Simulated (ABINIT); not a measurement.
The system is SnSe.

```
Sn Se
1.0
     0.00000    3.01000    3.01000
     3.01000    0.00000    3.01000
     3.01000    3.01000    0.00000
Sn Se
1 1
Direct
  0.00000 0.00000 0.00000
  0.50000 0.50000 0.50000
```

Measurements of this composition are mostly on another form, of space group No. 62.

Program: ABINIT 10.8.3 (patched build). Alike in all runs: task band structure; potentials or basis JTH PAW LDA v2.0; no spin polarisation; cell as given; k mesh 8 × 8 × 8; smearing fermi-dirac 0.05 eV.

Order these runs on this cell by their band gap on the k mesh, lowest first.
A. level r2SCAN; cutoff (eV) 490; fine-grid cutoff 979.61 eV
B. level LDA; cutoff (eV) 408; fine-grid cutoff 816.342 eV
C. level TB-mBJ; cutoff (eV) 707; fine-grid cutoff 1306.15 eV

C (0.14 eV), A (0.46 eV), B (0.61 eV).

Caveats: spin-orbit coupling is left out, which moves the levels of the heavy elements; the constant c of TB-mBJ comes from the pseudo density here, which moves gaps by up to 0.3 eV between sets of potentials (some runs); the mesh misses the band edges, which the band path finds closer together (some runs).

Not every run made on this cell is shown here.
